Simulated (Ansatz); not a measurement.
## TiPbO3: the gap under pressure

TiPbO3, Pm-3m, a = 3.919 Å. The structure is a Materials Project entry; whether it is the stable form wasn't checked. Ansatz: PBEsol, PAW, 420 eV, Γ-centred 8×8×8 mesh on 5 atoms, Gaussian smearing 0.02 eV; no spin polarisation. Cell and atoms are relaxed at each pressure, and no other structure is tried, so the rows at high pressure may lie past a change of phase. The gap is sought over the whole zone. The pressures are the targets, met within 0.07 GPa.

| P (GPa) | gap y (eV) |
| --- | --- |
| -1.0 | ? |
| 0.0 | 1.571 |
| 1.0 | 1.563 |
| 4.0 | 1.540 |
| 12.0 | 1.474 |
| 25.0 | 1.359 |
| 50.0 | 1.135 |
| 90.0 | 0.785 |

Fit y = E0 + αP + βP² to the other rows and predict the missing gap.

Least squares on the rows shown. y = 1.5735 − 0.0086088 P − 1.7955×10⁻⁶ P². So α = -8.6 meV/GPa at zero pressure. With a term in P³ added, the coefficient of P becomes -0.007945, 8 % less, which shows how far this figure hangs on the form. At P = -1.0 the fit asked for gives 1.582 eV. The run gave 1.579 eV, so the fit is 0.003 eV too high, within twice the rms miss on the fitted rows (0.003 eV). Note that among the fitted rows a band edge sits at another point of the zone at 12, 25, 50, 90 GPa than at zero pressure, so one curve spans more than one gap.

Spin-orbit coupling is left out, which matters for the bands of heavy elements.

Symmetry holds off the tilts and polar distortions that many cubic perovskites undergo.

Cost: 8 runs of about 1.5 core-minutes in all, on Arm Neoverse V2 (shared hosts).